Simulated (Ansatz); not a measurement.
## Two Ansatz runs on Ru

The cell is COD entry 9017842, as deposited and not checked against the literature; nothing was relaxed.

First run: DFT, PBE, all-electron LAPW, scalar-relativistic (Ansatz 0.2.0).

Command: `ansatz run input.yaml --threads 1 --pin off --max-ram 2048MiB --backend cpu --events-out ev --progress --plain --runs-dir out` The run took 40 s on 1 thread of Arm Neoverse V2 (shared host), peak memory 0.55 GiB.

```yaml
crystal:
  lattice:
    - [2.7057993342, 0.0, 0.0]
    - [-1.3528996671, 2.343290961, 0.0]
    - [0.0, 0.0, 4.2819]
  atoms:
    - { symbol: Ru, position: [0.3333333333, 0.6666666667, 0.25] }
    - { symbol: Ru, position: [0.6666666667, 0.3333333333, 0.75] }
kpoints:
  mp_grid: { grid: [14, 14, 8] }
scf:
  occupations: { method: fermi_dirac, width: 0.03 }
hamiltonian:
  xc: pbe
  pseudopotentials: { kind: all_electron, lapw: { basis_error: 0.0005 } }
output:
  forces: true
  stress: true
  eigenvalues: true
basis:
  ecutwfc: 320
```

Result: converged; pressure 4.49 GPa; no gap on the k mesh; 8 SCF iterations.

The input is then changed:

```diff
@@ -8,5 +8,5 @@
     - { symbol: Ru, position: [0.6666666667, 0.3333333333, 0.75] }
 kpoints:
-  mp_grid: { grid: [14, 14, 8] }
+  mp_grid: { grid: [21, 21, 12] }
 scf:
   occupations: { method: fermi_dirac, width: 0.03 }
@@ -14,4 +14,5 @@
   xc: pbe
   pseudopotentials: { kind: all_electron, lapw: { basis_error: 0.0005 } }
+  dispersion: d3bj
 output:
   forces: true
```

Problem. Predict the outcome of the changed run.

Solution. It converged; pressure -3.26 GPa; no gap on the k mesh; 8 SCF iterations.

The results part of its log:

```
SCF 1 converged in 8 iterations: F = -246591.614511 eV  dr2 = 3.70e-8
SCF converged after 8 iterations
Free energy (F): -246591.614511 eV
Harris-Foulkes:  -246591.614511 eV  (|F-HF|=2.45e-8)
Internal energy: -246591.609243 eV  (E = F + TS)
E sigma→0 (E₀):  -246591.611877 eV
Entropy (-TS):   -0.005268 eV (-2.634 meV/atom)
Fermi energy:    25.779122 eV
--- Per-component energies (eV) ---
  E_band       = -9930.069602
  E_kinetic    = 256425.800660
  E_xc         = -7283.172271
  E_electrostatic = -495732.988902  (all electrons and nuclei)
  E_disp       = -1.248730  (pairwise vdW)
  E_smearing   = -0.005268  (= −TS)
  E_closure    = 0.000000  (closes the sum)
  E_atoms      = -246571.887780  (free atoms, spherical and without spin; not in F)
  Σ components = -246591.614511   (vs F -246591.614511, Δ=0.00e0)
  Basis errors (estimates in eV, not in F): energy 6.3e-5 per atom: plane waves 5.4e-5 (2.8e-5 summed), levels above the bands 1.8e-168, relativity 3.2e-8, radial functions 9.2e-6, core shells 4.7e-8; eigenvalues (radial functions only) 4.0e-7; not estimated: angular momenta, meshes, grids; target (lapw.basis_error) 5.0e-4; muffin-tin radii Ru 1.325 Å
--- Forces (eV/Å), atoms counted from 1 ---
  atom   1  Ru     0.00000000     0.00000000     0.00000000
  atom   2  Ru     0.00000000    -0.00000000     0.00000000
  max |Σ_I F_I| component: 1.85e-17 eV/Å
--- Stress (GPa, compression-positive) ---
       -2.885186       0.000000       0.000000
       -0.000000      -2.885186       0.000000
        0.000000       0.000000      -4.015911
  P = ⅓ Tr σ = -3.2621 GPa (-32.621 kbar)
--- Band table (eV; the first three rows and the last of 336) ---
  k-point 0: bands = ["-417.9681", "-417.9681", "-417.9546", "-417.9546", "-417.9546", "-417.9546", "-244.0280", "-244.0280", "-244.0203", "-244.0203", "-244.0203", "-244.0203", "-244.0132", "-244.0132", "-244.0132", "-244.0132", "-47.3644", "-47.1596", "-17.8531", "-16.9162", "-16.9162", "-16.7456", "-16.7456", "-16.7053", "17.7819", "19.5647", "23.1726", "23.1726", "23.3477", "23.8544", "23.8544", "24.3785", "24.3785", "26.9534", "26.9534", "27.0545", "36.0790", "40.5667", "43.0270"]
  k-point 1: bands = ["-417.9681", "-417.9681", "-417.9546", "-417.9546", "-417.9546", "-417.9546", "-244.0280", "-244.0280", "-244.0203", "-244.0203", "-244.0203", "-244.0203", "-244.0132", "-244.0132", "-244.0132", "-244.0132", "-47.3609", "-47.1632", "-17.8345", "-16.9133", "-16.9133", "-16.7485", "-16.7485", "-16.7259", "17.8602", "19.5910", "23.1225", "23.1225", "23.3084", "23.8075", "23.8075", "24.4901", "24.4901", "26.7868", "26.9589", "26.9589", "36.4266", "40.3896", "43.3602"]
  k-point 2: bands = ["-417.9681", "-417.9681", "-417.9546", "-417.9546", "-417.9546", "-417.9546", "-244.0280", "-244.0280", "-244.0203", "-244.0203", "-244.0203", "-244.0203", "-244.0132", "-244.0132", "-244.0132", "-244.0132", "-47.3509", "-47.1735", "-17.7796", "-16.9049", "-16.9049", "-16.7859", "-16.7571", "-16.7571", "18.0889", "19.6641", "23.0212", "23.0212", "23.1993", "23.6802", "23.6802", "24.7716", "24.7716", "26.0989", "26.9603", "26.9603", "37.3522", "40.0702", "42.8930"]
  k-point 335: bands = ["-417.9681", "-417.9681", "-417.9546", "-417.9546", "-417.9546", "-417.9546", "-244.0280", "-244.0280", "-244.0203", "-244.0203", "-244.0203", "-244.0203", "-244.0132", "-244.0132", "-244.0132", "-244.0132", "-47.1432", "-47.1432", "-17.6109", "-17.6109", "-17.3479", "-17.3479", "-16.9025", "-16.9025", "21.0710", "21.0710", "21.6540", "21.6540", "23.0524", "23.0524", "24.5817", "24.5817", "26.9982", "26.9982", "34.2112", "34.2112", "36.4765", "36.4765", "37.2033"]
```
